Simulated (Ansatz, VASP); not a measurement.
Pb: VASP beside Ansatz

```xyz
1
Lattice="3.4235 0.0000 0.0000 -1.7117 2.9648 0.0000 0.0000 0.0000 3.2664" Properties=species:S:1:pos:R:3 pbc="T T T"
Pb    0.0000    0.0000    0.0000
```

Alike in both runs: functional PBE; k mesh 18 × 18 × 18; occupations gaussian, width 0.1 eV; no spin polarisation.

Ansatz relaxed the structure, and its values are those at the end. VASP's run is a single point on that final structure, the one shown.

|  | VASP | Ansatz |
| --- | --- | --- |
| version | VASP 6.6.1 | Ansatz 0.2.0 |
| potentials or method | VASP PAW PBE potentials, release 64 (Pb_d) | scalar-relativistic, plane waves, PAW |
| plane-wave cutoff (eV) | 520 | 420 |
| valence electrons in the cell | 14 | 14 |

|  | VASP | Ansatz | Ansatz less VASP |
| --- | --- | --- | --- |
| gap on the k mesh at the Fermi level (eV) | none | none | - |
| pressure (GPa) | 0.0 | 0.0 | +0.02 |

A gap of «none» marks a metal or a gap that the smearing closes. With one functional, cell and mesh, what is left measures potentials, basis and numerics.

The runs have no spin-orbit coupling, so splittings on Pb are missing.
